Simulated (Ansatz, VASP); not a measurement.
## P: VASP beside Ansatz

```
CELL_PARAMETERS angstrom
3.09561 0.00000 0.00000
-1.54781 2.68088 0.00000
0.00000 0.00000 28.00000
ATOMIC_POSITIONS crystal
P 0.33333 0.66667 0.52102
P 0.66667 0.33333 0.47898
```

The cell was built by a generator and needn't be a form met in nature.

Alike in both runs: task single point; functional r2SCAN; k mesh 6 × 6 × 1; occupations gaussian, width 0.1 eV; no spin polarisation.

|  | VASP | Ansatz |
| --- | --- | --- |
| version | VASP 6.6.1 | Ansatz 0.2.0 |
| potentials or method | VASP PAW PBE potentials, release 64 (P) | scalar-relativistic, plane waves, PAW |
| plane-wave cutoff (eV) | 520 | 500 |
| valence electrons in the cell | 10 | 10 |

Ansatz gave:

- gap on the k mesh at the Fermi level (eV): 2.20
- least direct gap on the mesh (eV): 2.47
- rms of the force components (eV/Å): 1.012

Which values does VASP return?

gap on the k mesh at the Fermi level (eV): 2.25; least direct gap on the mesh (eV): 2.52; rms of the force components (eV/Å): 0.890.

Atom by atom the forces differ by 0.122 eV/Å (rms over components).

Caveats: the PAW data sets were made with another functional, which shifts forces and pressure a little (VASP). r2SCAN opens gaps a little over a GGA but as a rule still falls short of measured ones.
